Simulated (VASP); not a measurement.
**AlAs: band structure with PBE-EpsX**

The system is AlAs.

```
Al As
1.0
     0.00000    2.84088    2.84088
     2.84088    0.00000    2.84088
     2.84088    2.84088    0.00000
Al As
1 1
Direct
  0.00000 0.00000 0.00000
  0.25000 0.25000 0.25000
```

```yaml
Program: VASP 6.6.1
Task: band structure
Functional: PBE-EpsX
Potentials_or_basis: VASP PAW PBE potentials, release 64 (Al, As)
Cutoff: 520 eV
k_mesh: 6 × 6 × 6
Occupations: gaussian, width 0.03 eV
Spin: no spin polarisation
Grid_for_exact_exchange_PRECFOCK: Fast
Exchange_at_q_=_0: truncated
Share_of_exact_exchange: 0.1014
Further_INCAR_settings: ALGO = Normal; EDIFF = 1e-07
```

```yaml
Pressure: 1.0 GPa
Band_gap_on_the_k_mesh: 1.97 eV, indirect (least direct gap 2.57 eV)
Band_gap_along_the_path: 1.97 eV, indirect (least direct gap 2.57 eV)
```

Levels at points of the mesh, in eV from the valence-band top:
| k point | band 1 | band 2 | band 3 | band 4 | band 5 | band 6 | band 7 | band 8 |
| --- | --- | --- | --- | --- | --- | --- | --- | --- |
| (0.00, 0.00, 0.00) | -12.34 | 0.00 | 0.00 | 0.00 | 2.57 | 4.89 | 4.89 | 4.89 |
| (0.50, 0.00, 0.00) | -10.87 | -5.79 | -0.86 | -0.86 | 2.67 | 5.29 | 5.29 | 8.39 |
| (0.50, 0.50, 0.00) | -10.30 | -5.66 | -2.25 | -2.25 | 1.97 | 2.84 | 11.07 | 11.07 |

Wall time 3 min on 4 MPI ranks on Intel(R) Xeon(R) Platinum 8259CL CPU @ 2.50GHz (Skylake/Cascade Lake), with other jobs on the host, peak memory 0.24 GiB a rank.

Caveat: the PAW data sets were made with another functional, which shifts forces and pressure a little.
